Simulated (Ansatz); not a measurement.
# PbO (model cell, started as zinc blende): a soft mode frozen in, part 2 of 2

Which phase does PbO (model cell, started as zinc blende) fall into along its unstable mode, and how much energy does it gain?

Ansatz 0.2.0; DFT PBEsol, scalar-relativistic, plane waves, PAW.

So far, highest frequency on the path or at a solved wavevector (cm⁻¹): step 2 (response at finite wavevector) 348. Also lowest frequency on the path (cm⁻¹): step 2 -141.

The structure was built from a prototype and need not be the compound's stable phase.

## 5. Energy along the mode, all amplitudes (two of the runs are shown above)

An imaginary frequency means negative curvature, so the energy should fall and then rise again as anharmonic terms take over.

This step gave:

```
depth at the lowest point sampled  : 22.27 meV/atom
largest atomic shift at that point : 0.6 Å
```

Energy from the parent against largest atomic shift:

| largest atomic shift (Å) | energy from the parent (meV/atom) |
| --- | --- |
| 0.000 | 0 |
| 0.040 | -0.204 |
| 0.080 | -0.808 |
| 0.140 | -2.41 |
| 0.220 | -5.62 |
| 0.320 | -10.7 |
| 0.450 | -17.3 |
| 0.600 | -22.3 |

Displacement at unit largest shift by atom:

| atom | x (Å) | y (Å) | z (Å) | size |
| --- | --- | --- | --- | --- |
| Pb1 | 0.06 | 0.00 | -0.06 | 0.09 |
| Pb2 | -0.06 | 0.00 | 0.06 | 0.09 |
| Pb3 | 0.06 | 0.00 | 0.06 | 0.09 |
| Pb4 | -0.06 | 0.00 | -0.06 | 0.09 |
| O5 | 0.00 | 0.00 | 0.00 | 0.00 |
| O6 | 0.00 | 0.00 | 0.00 | 0.00 |
| O7 | 0.00 | 1.00 | 0.00 | 1.00 |
| O8 | 0.00 | -1.00 | 0.00 | 1.00 |

The lowest of the steps tried is the last one, at 0.6 Å, 22.3 meV/atom below the parent; the bottom of the well need not coincide with a step.

## 6. Relaxing from the distorted cell

Starting from the lowest point found, all atoms and the cell are let go, so that strain and other modes of the same symmetry can join in.

Input file input.yaml:

```yaml
crystal:
  lattice:
    - [0.0, 0.0, -5.5724046872]
    - [5.5724046872, 0.0, 0.0]
    - [2.7862023436, -5.5724046872, -2.7862023436]
  atoms:
    - { symbol: Pb, position: [0.7568775471, 0.2568775471, 0.5] }
    - { symbol: Pb, position: [0.2431224529, 0.7431224529, 0.5] }
    - { symbol: Pb, position: [0.4931224529, 0.5068775471, 0.0] }
    - { symbol: Pb, position: [0.0068775471, -0.0068775471, 0.0] }
    - { symbol: O, position: [0.625, 0.625, 0.25] }
    - { symbol: O, position: [0.125, 0.125, 0.25] }
    - { symbol: O, position: [0.4288367216, 0.9288367216, 0.6423265567] }
    - { symbol: O, position: [0.8211632784, 0.3211632784, 0.8576734433] }
kpoints:
  mp_grid: { grid: [6, 6, 6] }
hamiltonian:
  xc: pbesol
scf:
  occupations: { method: fixed }
output:
  forces: true
  stress: true
  eigenvalues: true
relax:
  adjacent_minimum: "off"
  f_tol: 0.002
  max_steps: 120
  cell: { stress_tol: 0.03 }
```

The run is started by

```
ansatz run input.yaml --threads 4 --pin off --max-ram 7168MiB --backend cpu --events-out ev --progress --plain --runs-dir out
```

Numbers of over 12 decimals in the logs are rounded to 6 here.

Output:

```text
[...]
Crystal: 8 atoms, lattice volume = 173.033 Å³
Basis set: ecut = 420 eV, 3411 PW (Γ), exchange–correlation on 80×80×96 points (8 copies of the dense FFT grid, shifted against one another)
Bands: 48, of which v1, the nominal top of the filled ones, is band 40 counted from 1 (39 counted from 0)
Symmetry: 8 space group operations
[...]
k-points: 30 of 216 (time reversal used)
[...]
SCF iter   1: F=—  HF=-49260.156985 eV  |F-HF|=—  |Δ(HF+E_count)|=         —  Δρ=1.73e-2  dr2=5.18e-1  ethr=1.77e-3  ⟨swp⟩=5.0  Hψ=5656  notcnv=0  defer=177
[...]
SCF iter   9: F=-49260.059438 eV  HF=-49260.059438 eV  |F-HF|=2.09e-9  |Δ(HF+E_count)|=   1.23e-9  Δρ=1.45e-6  dr2=5.27e-9  ethr=1.25e-10  ⟨swp⟩=13.5  Hψ=8209  notcnv=0
SCF 1 converged in 9 iterations: F = -49260.059438 eV  dr2 = 5.27e-9
[...]
relax step   1: F+E_penalty+E_count = -49260.05943841 eV  Δ(F+E_penalty+E_count) = +0.000e0 eV  max|allowed force component| = 4.877e-1 eV/Å  Δτ_max = 0.0000 Å  P = -0.043 GPa  Ω = 173.033 Å³  (9 SCF iters, dr2 threshold 1.00e-7 eV, accepted)
Crystal: 8 atoms, lattice volume = 171.325 Å³
Basis set: ecut = 420 eV, 3355 PW (Γ), exchange–correlation on 80×80×96 points (8 copies of the dense FFT grid, shifted against one another)
[...]
iter 1 solved again at ethr=3.09e-4 eV; its pass at ethr=3.10e-3 eV (dr2=2.47e-1 eV) is discarded
[...]
SCF iter   8: F=-49260.153098 eV  HF=-49260.153098 eV  |F-HF|=1.35e-7  |Δ(HF+E_count)|=   7.89e-7  Δρ=9.82e-6  dr2=1.86e-7  ethr=1.00e-9  ⟨swp⟩=15.8  Hψ=8860  notcnv=0
SCF 2 converged in 8 iterations: F = -49260.153098 eV  dr2 = 1.86e-7
relax step   2: F+E_penalty+E_count = -49260.15309848 eV  Δ(F+E_penalty+E_count) = -9.366e-2 eV  max|allowed force component| = 5.243e-1 eV/Å  Δτ_max = 0.1952 Å  P = -0.490 GPa  Ω = 171.325 Å³  energy of the carried Pulay correction = +3.260e-3 eV  (8 SCF iters, dr2 threshold 8.00e-7 eV, accepted)
Crystal: 8 atoms, lattice volume = 171.197 Å³
Basis set: ecut = 420 eV, 3339 PW (Γ), exchange–correlation on 80×80×96 points (8 copies of the dense FFT grid, shifted against one another)
[...]
SCF iter   7: F=-49260.239174 eV  HF=-49260.239174 eV  |F-HF|=3.33e-7  |Δ(HF+E_count)|=   7.34e-6  Δρ=1.26e-5  dr2=3.12e-7  ethr=1.00e-9  ⟨swp⟩=14.0  Hψ=9670  notcnv=0
SCF 3 converged in 7 iterations: F = -49260.239174 eV  dr2 = 3.12e-7
[...]
relax step   3: F+E_penalty+E_count = -49260.23917441 eV  Δ(F+E_penalty+E_count) = -8.608e-2 eV  max|allowed force component| = 8.631e-2 eV/Å  Δτ_max = 0.0766 Å  P = -0.474 GPa  Ω = 171.197 Å³  energy of the carried Pulay correction = +3.504e-3 eV  (7 SCF iters, dr2 threshold 8.00e-7 eV, accepted)
[... from here on, the SCF cycles and remarks between the steps are left out ...]
relax step   4: F+E_penalty+E_count = -49260.26987760 eV  Δ(F+E_penalty+E_count) = -3.070e-2 eV  max|allowed force component| = 6.906e-2 eV/Å  Δτ_max = 0.0291 Å  P = +0.328 GPa  Ω = 170.173 Å³  energy of the carried Pulay correction = +5.477e-3 eV  (7 SCF iters, dr2 threshold 8.00e-7 eV, accepted)
relax step   5: F+E_penalty+E_count = -49260.26534649 eV  Δ(F+E_penalty+E_count) = +4.531e-3 eV  max|allowed force component| = 5.747e-2 eV/Å  Δτ_max = 0.0318 Å  P = -0.497 GPa  Ω = 171.818 Å³  energy of the carried Pulay correction = +2.315e-3 eV  (7 SCF iters, dr2 threshold 5.89e-7 eV, rejected (line search))
relax step   6: F+E_penalty+E_count = -49260.27109545 eV  Δ(F+E_penalty+E_count) = -1.218e-3 eV  max|allowed force component| = 8.686e-3 eV/Å  Δτ_max = 0.0062 Å  P = +0.067 GPa  Ω = 170.540 Å³  energy of the carried Pulay correction = +4.768e-3 eV  (10 SCF iters, accepted)
relax step   7: F+E_penalty+E_count = -49260.27092068 eV  Δ(F+E_penalty+E_count) = +1.748e-4 eV  max|allowed force component| = 3.973e-3 eV/Å  Δτ_max = 0.0013 Å  P = -0.015 GPa  Ω = 170.721 Å³  energy of the carried Pulay correction = +4.420e-3 eV  (6 SCF iters, dr2 threshold 3.63e-8 eV, accepted)
relax step   8: F+E_penalty+E_count = -49260.27112902 eV  Δ(F+E_penalty+E_count) = -2.083e-4 eV  max|allowed force component| = 4.357e-4 eV/Å  Δτ_max = 0.0031 Å  P = +0.002 GPa  Ω = 170.623 Å³  energy of the carried Pulay correction = +4.609e-3 eV  (7 SCF iters, dr2 threshold 9.87e-10 eV, accepted)
relax step   9: F+E_penalty+E_count = -49260.28841948 eV  Δ(F+E_penalty+E_count) = -1.729e-2 eV  max|allowed force component| = 1.180e-3 eV/Å  Δτ_max = 0.0000 Å  P = +0.113 GPa  Ω = 170.623 Å³  stress off target by 5.24e-1 GPa  SCF on the basis re-selected at this cell (its energy is not comparable with the rows above)  (8 SCF iters)
relax step  10: F+E_penalty+E_count = -49260.29329270 eV  Δ(F+E_penalty+E_count) = -4.873e-3 eV  max|allowed force component| = 2.942e-3 eV/Å  Δτ_max = 0.0050 Å  P = +0.066 GPa  Ω = 170.795 Å³  energy of the carried Pulay correction = -4.720e-4 eV  (6 SCF iters, dr2 threshold 6.87e-7 eV, accepted)
relax step  11: F+E_penalty+E_count = -49260.29294547 eV  Δ(F+E_penalty+E_count) = +3.472e-4 eV  max|allowed force component| = 4.420e-3 eV/Å  Δτ_max = 0.0016 Å  P = +0.002 GPa  Ω = 171.114 Å³  energy of the carried Pulay correction = -1.128e-3 eV  (6 SCF iters, dr2 threshold 6.43e-8 eV, accepted)
relax step  12: F+E_penalty+E_count = -49260.29301561 eV  Δ(F+E_penalty+E_count) = -7.013e-5 eV  max|allowed force component| = 1.596e-4 eV/Å  Δτ_max = 0.0010 Å  P = -0.001 GPa  Ω = 171.084 Å³  energy of the carried Pulay correction = -1.068e-3 eV  (7 SCF iters, dr2 threshold 1.22e-9 eV, accepted)
relax step  13: F+E_penalty+E_count = -49260.29502974 eV  Δ(F+E_penalty+E_count) = -2.014e-3 eV  max|allowed force component| = 3.197e-4 eV/Å  Δτ_max = 0.0000 Å  P = +0.015 GPa  Ω = 171.084 Å³  stress off target by 8.53e-2 GPa  SCF on the basis re-selected at this cell (its energy is not comparable with the rows above)  (7 SCF iters)
relax step  14: F+E_penalty+E_count = -49260.29500991 eV  Δ(F+E_penalty+E_count) = +1.983e-5 eV  max|allowed force component| = 6.822e-4 eV/Å  Δτ_max = 0.0009 Å  P = +0.002 GPa  Ω = 171.162 Å³  energy of the carried Pulay correction = -1.694e-4 eV  (6 SCF iters, dr2 threshold 1.82e-8 eV, accepted)
[...]
SCF iter   7: F=-49260.295154 eV  HF=-49260.295154 eV  |F-HF|=0.00e0  |Δ(HF+E_count)|=  2.91e-11  Δρ=9.08e-8  dr2=6.80e-12  ethr=1.00e-12  ⟨swp⟩=14.8  Hψ=10246  notcnv=0
SCF 15 converged in 7 iterations: F = -49260.295154 eV  dr2 = 6.80e-12
relax step  15: F+E_penalty+E_count = -49260.29515382 eV  Δ(F+E_penalty+E_count) = -1.439e-4 eV  max|allowed force component| = 6.808e-4 eV/Å  Δτ_max = 0.0000 Å  P = +0.002 GPa  Ω = 171.162 Å³  stress off target by 1.94e-2 GPa  SCF on the basis re-selected at this cell (its energy is not comparable with the rows above)  (7 SCF iters)
[...]
SCF converged after 7 iterations
Free energy (F): -49260.295154 eV
[...]
Internal energy: -49260.295154 eV  (E = F + TS)
E sigma→0 (E₀):  -49260.295154 eV
Fermi energy:    7.590088 eV
[...]
--- Forces (eV/Å), atoms counted from 1 ---
  atom   1  Pb     0.00008011    -0.00068077    -0.00008011
  atom   2  Pb    -0.00008011    -0.00068077     0.00008011
  atom   3  Pb     0.00008011     0.00068077     0.00008011
  atom   4  Pb    -0.00008011     0.00068077    -0.00008011
  atom   5  O     -0.00000000    -0.00000000    -0.00000000
  atom   6  O      0.00000000     0.00000000     0.00000000
  atom   7  O     -0.00000000     0.00017542     0.00000000
  atom   8  O     -0.00000000    -0.00017542     0.00000000
  max |Σ_I F_I| component: 1.65e-17 eV/Å
--- Stress (GPa, compression-positive) ---
       -0.006133      -0.000000      -0.000000
       -0.000000       0.019439       0.000000
       -0.000000       0.000000      -0.006133
  P = ⅓ Tr σ = 0.0024 GPa (0.024 kbar)
--- Band table (eV; the first three rows and the last of 30) ---
  k-point 0: bands = [... 36 lower, 5.7981, 6.7827, 7.5901, 7.5901, 8.0020, 10.4086, 10.4755, 10.7991, ... 4 higher]
  k-point 1: bands = [... 36 lower, 5.7487, 6.5901, 7.5634, 7.5634, 8.3242, 9.4719, 10.1383, 11.4335, ... 4 higher]
  k-point 2: bands = [... 36 lower, 5.8676, 6.3998, 7.5069, 7.5069, 8.7913, 9.0142, 9.5468, 11.3023, ... 4 higher]
  k-point 29: bands = [... 36 lower, 5.9058, 6.3417, 6.5741, 6.8374, 9.6874, 9.8144, 10.0982, 10.6027, ... 4 higher]
--- Relaxed structure (12 steps of the walk, 11 accepted, 3 SCFs on fresh bases) ---
  F+E_penalty+E_count = -49260.29515382 eV   max|allowed force component| = 6.808e-4 eV/Å   (the final SCF, on the basis selected at the relaxed cell)
  cell:  # Å, volume = 171.1621 Å³
    - [0.0, 0, -5.299686]
    - [5.299686, 0.0, 0.0]
    - [2.649843, -6.094069, -2.649843]
  atoms:
    - { symbol: Pb, position: [0.775508, 0.275508, 0.486693] }
    - { symbol: Pb, position: [0.237799, 0.737799, 0.486693] }
    - { symbol: Pb, position: [0.474492, 0.512201, 0.013307] }
    - { symbol: Pb, position: [0.012201, -0.025508, 0.013307] }
    - { symbol: O, position: [0.625000, 0.625000, 0.250000] }
    - { symbol: O, position: [0.125, 0.125, 0.250000] }
    - { symbol: O, position: [0.441956, 0.941956, 0.616088] }
    - { symbol: O, position: [0.808044, 0.308044, 0.883912] }
```

The job ended after 46 s (4 threads of Intel Xeon 6975P-C (Granite Rapids), shared host; peak memory 0.65 GiB; 2.9 min of CPU time).

The steps of the relaxation:

| step | energy less that of the first step (eV) | largest force component (eV/Å) | pressure (GPa) | volume (Å³) |
| --- | --- | --- | --- | --- |
| 1 | 0.0000 | 0.4877 | -0.04 | 173.03 |
| 2 | -0.0937 | 0.5243 | -0.49 | 171.32 |
| 3 | -0.1797 | 0.0863 | -0.47 | 171.20 |
| 4 | -0.2104 | 0.0691 | 0.33 | 170.17 |
| 5 | -0.2059 | 0.0575 | -0.50 | 171.82 |
| 6 | -0.2117 | 0.0087 | 0.07 | 170.54 |
| 7 | -0.2115 | 0.0040 | -0.01 | 170.72 |
| 8 | -0.2117 | 0.0004 | 0.00 | 170.62 |
| 9* | -0.2290 | 0.0012 | 0.11 | 170.62 |
| 10 | -0.2339 | 0.0029 | 0.07 | 170.79 |
| 11 | -0.2335 | 0.0044 | 0.00 | 171.11 |
| 12 | -0.2336 | 0.0002 | 0.00 | 171.08 |
| 13* | -0.2356 | 0.0003 | 0.02 | 171.08 |
| 14 | -0.2356 | 0.0007 | 0.00 | 171.16 |
| 15* | -0.2357 | 0.0007 | 0.00 | 171.16 |

Relaxation steps marked * repeat the geometry before them on a plane-wave basis chosen anew for their cell, so energy and pressure can jump there. Relaxation step 5 was tried and not accepted.

The run keeps the 8 symmetry operations that it works with, so distortions that break them were not tested.

| conventional cell, symmetrised | before | after | change |
| --- | --- | --- | --- |
| a (Å) | 5.572 | 5.300 | -4.9 % |
| b (Å) | 5.572 | 5.300 | -4.9 % |
| c (Å) | 11.145 | 12.188 | +9.4 % |
| volume (Å³/atom) | 21.63 | 21.40 | -1.1 % |

The atoms that moved most (Å, as changes of fractional coordinates times the final cell):

| atom | dx | dy | dz | length |
| --- | --- | --- | --- | --- |
| O7 | 0.000 | 0.160 | 0.000 | 0.160 |
| O8 | 0.000 | -0.160 | 0.000 | 0.160 |
| Pb1 | 0.063 | 0.081 | -0.063 | 0.121 |
| Pb4 | -0.063 | -0.081 | -0.063 | 0.121 |
| Pb3 | 0.063 | -0.081 | 0.063 | 0.121 |
| Pb2 | -0.063 | 0.081 | 0.063 | 0.121 |

This step gave:

```
pressure          : 0.002391 GPa
gap on the k-mesh : 0.4119 eV
volume per atom   : 21.40 Å³
```

The distorted start has space group I-42m; the relaxation ends in I-42m.

## 7. The new phase in its own primitive cell

The relaxed structure is symmetrised, reduced to its primitive cell and relaxed tightly, as its phonons need.

Input file input.yaml:

```yaml
crystal:
  lattice:
    - [-2.6498429472, 2.6498429472, 6.0940693254]
    - [2.6498429472, -2.6498429472, 6.0940693254]
    - [2.6498429472, 2.6498429472, -6.0940693254]
  atoms:
    - { symbol: Pb, position: [0.8872009762, 0.3494921382, 0.0] }
    - { symbol: Pb, position: [0.3494921382, 0.8872009762, 0.0] }
    - { symbol: Pb, position: [0.1127990238, 0.1127990238, 0.462291162] }
    - { symbol: Pb, position: [0.6505078618, 0.6505078618, 0.537708838] }
    - { symbol: O, position: [0.5, 0.0, 0.5] }
    - { symbol: O, position: [0.0, 0.5, 0.5] }
    - { symbol: O, position: [0.6830439596, 0.6830439596, 0.0] }
    - { symbol: O, position: [0.3169560404, 0.3169560404, 0.0] }
kpoints:
  mp_grid: { grid: [8, 8, 8] }
hamiltonian:
  xc: pbesol
scf:
  occupations: { method: fixed }
output:
  forces: true
  stress: true
  eigenvalues: true
relax:
  adjacent_minimum: "off"
  f_tol: 0.001
  max_steps: 60
  cell: { stress_tol: 0.01 }
```

Output:

```text
[...]
Crystal: 8 atoms, lattice volume = 171.162 Å³
Basis set: ecut = 420 eV, 3333 PW (Γ), exchange–correlation on 96×96×96 points (8 copies of the dense FFT grid, shifted against one another)
Bands: 48, of which v1, the nominal top of the filled ones, is band 40 counted from 1 (39 counted from 0)
Symmetry: 8 space group operations
[...]
k-points: 59 of 512 (time reversal used)
[...]
- [2.649056, 2.649056, -6.097424]
  atoms:
    - { symbol: Pb, position: [0.887233, 0.349442, 0.0] }
    - { symbol: Pb, position: [0.349442, 0.887233, 0.0] }
    - { symbol: Pb, position: [0.112767, 0.112767, 0.462209] }
    - { symbol: Pb, position: [0.650558, 0.650558, 0.537791] }
    - { symbol: O, position: [0.5, 0, 0.5] }
    - { symbol: O, position: [0, 0.5, 0.5] }
    - { symbol: O, position: [0.683025, 0.683025, 0] }
    - { symbol: O, position: [0.316975, 0.316975, 0] }
[key lines of the parts left out:]
SCF converged after 7 iterations
Free energy (F): -49260.295524 eV
Fermi energy:    7.590435 eV
P = ⅓ Tr σ = 0.0009 GPa (0.009 kbar)
```

The job ended after 35 s (4 threads; peak memory 0.78 GiB; 2.3 min of CPU time).

Little changed from the start: no atom moved by 0.005 Å and no cell edge by 0.1 %.

Numbers from this step:

- pressure: 8.73e-4 GPa
- gap on the k-mesh: 0.4124 eV
- volume per atom: 21.39 Å³
- direct gap on mesh: 0.4124 eV

The largest force component left is 0.35 meV/Å and the pressure is 0.001 GPa, within the tolerances set. The cell now holds 21.39 Å³/atom.

## 8. The phases reached

The phases reached along the modes that were followed are set side by side.

Energies are those of the first relaxation, on the mesh of the frozen mode; space group, volume and gap are those of the last relaxation. Phases, by row:

| mode frozen in | space group | energy from parent (meV/atom) | volume (Å³/atom) | gap on mesh (eV) | lowest zone-centre optical mode (cm⁻¹) | largest shift (Å) |
| --- | --- | --- | --- | --- | --- | --- |
| parent | F-43m | 0 | 21.63 | 0.312 | – | – |
| q = (0, -0.5, -0.5), 141i cm⁻¹ | Pmmn | -242.2 | 20.22 | 1.25 | 81.9 | 1.379 |
| q = (0, -0.5, -0.5), 141i cm⁻¹ | C222_1 | -61.16 | 20.11 | 0.209 | -90.9 | 0.509 |
| q = (0, -0.5, -0.5), 141i cm⁻¹ | Pmmn | -242.2 | 20.23 | 1.251 | 81.9 | 1.375 |
| q = (0.25, -0.5, -0.25), 120i cm⁻¹ | I-42m | -51.73 | 21.39 | 0.412 | – | 0.816 |

## 9. Results

```yaml
unstable_mode_of_the_parent: q = (0.25, -0.5, -0.25), 120i cm⁻¹
depth_at_the_lowest_point_sampled: 22.3 meV/atom
largest_atomic_shift_at_that_point: 0.6 Å
space_group_reached_within_0p01_a: I-42m
energy_gained_over_the_parent_first_relaxation_on_the_mesh_of_the_frozen_mode: 51.7 meV/atom
volume_per_atom_phase_reached: 21.4 Å³
gap_on_the_k_mesh_phase_reached: 0.412 eV
```

In words: Along this mode the structure falls into I-42m, 51.7 meV/atom below the parent. At the parent's cell the well is 22.27 meV/atom deep on the steps tried, with its lowest point at a shift of 0.6 Å. That is the last step tried, so the steps alone don't bracket the bottom of the well. Relaxing atoms and cell changes the gain by +29.46 meV/atom against the lowest step (energies at zero smearing). The modes of the phase reached were not computed on this path. Of the 4 patterns followed to their end from this parent, this one ends 190 meV/atom above the lowest, Pmmn. Each path keeps the symmetry of its pattern, so a lower phase may lie along a pattern not tried. The program warns that the interpolation holds no quadrupole term, so branches close to Γ can be off in this crystal. Spin-orbit coupling is left out, which can matter for the heavy elements here. The starting cell was built on a prototype and not taken from a measurement, so the phase need not exist.

[Logs are printed without paths, hosts, clocks, repeated set-up lines and the standing remarks that a program may print on its own settings, such as how far it seeks lower states.]

[Hosts, paths, dates, database ids (printed as entryN), source tags and the programs' standing remarks are cut or masked in the printed files.]
